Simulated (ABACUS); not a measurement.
Re:

```xyz
2
Lattice="2.7608 0.0000 0.0000 -1.3804 2.3909 0.0000 0.0000 0.0000 4.4582" Properties=species:S:1:pos:R:3 pbc="T T T"
Re    1.3804    0.7970    3.3436
Re    0.0000    1.5939    1.1145
```

```yaml
Program: ABACUS 3.10.1
Task: relaxation of cell and atoms
Functional: PBE
Potentials_or_basis: PseudoDojo NC SR 0.5 PBE stringent
Cutoff: 993 eV
Density_cutoff: 3973 eV
Basis: plane waves
k_mesh: 9 × 9 × 5
Occupations: fermi-dirac, width 0.05 eV
Spin: no spin polarisation
```

At the start: pressure 5.9 GPa; volume 14.71 Å³/atom.

Task: Where does the relaxation end?

Result: Over 8 steps the energy falls by 4.4 meV/atom and the volume is 14.95 Å³/atom (+1.6 %); space group P6_3/mmc (No. 194, to 0.05 Å).

The path:
```tsv
step	energy change (eV)	largest force (eV/Å)	pressure (GPa)	volume (Å³)
1	0.0000	0.0000	5.92	29.43
2	0.1266	0.0000	-20.40	31.89
3	-0.0087	0.0000	-0.26	29.91
4	-0.0087	0.0000	-0.26	29.91
5	-0.0087	0.0000	-0.13	29.91
6	-0.0088	0.0000	-0.19	29.91
7	-0.0088	0.0000	0.55	29.85
8	-0.0088	0.0000	0.00	29.89
```

Final structure:
```cif
data_structure
_symmetry_space_group_name_H-M 'P 1'
_symmetry_Int_Tables_number 1
_cell_length_a 2.7783
_cell_length_b 2.7783
_cell_length_c 4.4717
_cell_angle_alpha 90.000
_cell_angle_beta 90.000
_cell_angle_gamma 120.000
_cell_volume 29.89
loop_
_atom_site_label
_atom_site_type_symbol
_atom_site_fract_x
_atom_site_fract_y
_atom_site_fract_z
_atom_site_occupancy
Re1 Re 0.66667 0.33333 0.75000 1
Re2 Re 0.33333 0.66667 0.25000 1
```
